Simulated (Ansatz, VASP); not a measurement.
## Two plane-wave programs on CdS

File INCAR:

```
ALGO = Normal
EDIFF = 1E-6
ENCUT = 520
GGA = PE
ISIF = 2
ISMEAR = 0
LASPH = True
LCHARG = True
LELF = True
LREAL = False
LVHAR = True
LWAVE = False
NBANDS = 16
NELM = 60
PREC = Accurate
SIGMA = 0.05
```

The input KPOINTS:

```
k-points
0
Gamma
  8 8 8
```

Contents of POSCAR:

```
CdS
1.0
    0.0218250000      2.9100000000      2.9100000000
    2.9318250000      0.0000000000      2.9318250000
    2.9100000000      2.9100000000      0.0218250000
Cd S
1 1
Direct
    0.0000000000      0.0000000000      0.0000000000
    0.7500000000      0.7500000000      0.7500000000
```

Input for Ansatz:

```yaml
crystal:
  lattice:
    - [0.021825, 2.91, 2.91]
    - [2.931825, 0.0, 2.931825]
    - [2.91, 2.91, 0.021825]
  atoms:
    - { symbol: Cd, position: [0.0, 0.0, 0.0] }
    - { symbol: S, position: [0.75, 0.75, 0.75] }
basis:
  ecutwfc: 420
kpoints:
  mp_grid: { grid: [8, 8, 8] }
hamiltonian:
  xc: pbe
scf:
  occupations: { method: gaussian, width: 0.05 }
output:
  forces: true
  stress: true
  eigenvalues: true
```

Change from the starting cell: strain +0.0150 x Voigt [0, 0, 0, 0, 1, 0], atoms carried along.

Alike in both runs: task single point; functional PBE; k mesh 8 × 8 × 8; occupations gaussian, width 0.05 eV; no spin polarisation.

|  | VASP | Ansatz |
| --- | --- | --- |
| version | VASP 6.6.1 | Ansatz 0.2.0 |
| potentials or method | VASP PAW PBE potentials, release 64 (Cd, S) | scalar-relativistic, plane waves, PAW |
| plane-wave cutoff (eV) | 520 | 420 |
| valence electrons in the cell | 18 | 26 |

|  | VASP | Ansatz | Ansatz less VASP |
| --- | --- | --- | --- |
| gap on the k mesh at the Fermi level (eV) | 1.14 | 1.14 | -0.004 |
| least direct gap on the mesh (eV) | 1.14 | 1.14 | -0.004 |
| pressure (GPa) | 3.7 | 3.3 | -0.37 |
| largest component of the traceless stress (GPa) | 0.86 | 0.84 | -0.019 |
| rms of the force components (eV/Å) | 0.065 | 0.063 | -0.0022 |

Atom by atom the forces differ by 0.002 eV/Å (rms over components). The two sets of potentials don't hold the same shells in valence.
